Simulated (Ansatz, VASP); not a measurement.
## Rb: VASP beside Ansatz

```
CELL_PARAMETERS angstrom
-2.95451 2.95451 2.73085
2.95451 -2.95451 2.73085
2.95451 2.95451 -2.73085
ATOMIC_POSITIONS crystal
Rb 0.00000 0.00000 0.00000
```

This isn't the form of Rb at room conditions, which is bcc.

Alike in both runs: functional BLYP; k mesh 7 × 7 × 7; occupations gaussian, width 0.025 eV; no spin polarisation.

```csv
,VASP,Ansatz
version,VASP 6.6.1,Ansatz 0.2.0
potentials or method,"VASP PAW PBE potentials, release 64 (Rb_sv)",JTH PAW
plane-wave cutoff (eV),520,660
valence electrons in the cell,9,9
task,single point,band structure
```

|  | VASP | Ansatz | Ansatz less VASP |
| --- | --- | --- | --- |
| gap on the k mesh at the Fermi level (eV) | none | none | - |
| pressure (GPa) | 0.0 | 0.0 | 0.00 |

A gap of «none» marks a metal or a gap that the smearing closes.

Caveats: the PAW data sets were made with another functional, which shifts forces and pressure a little (VASP).
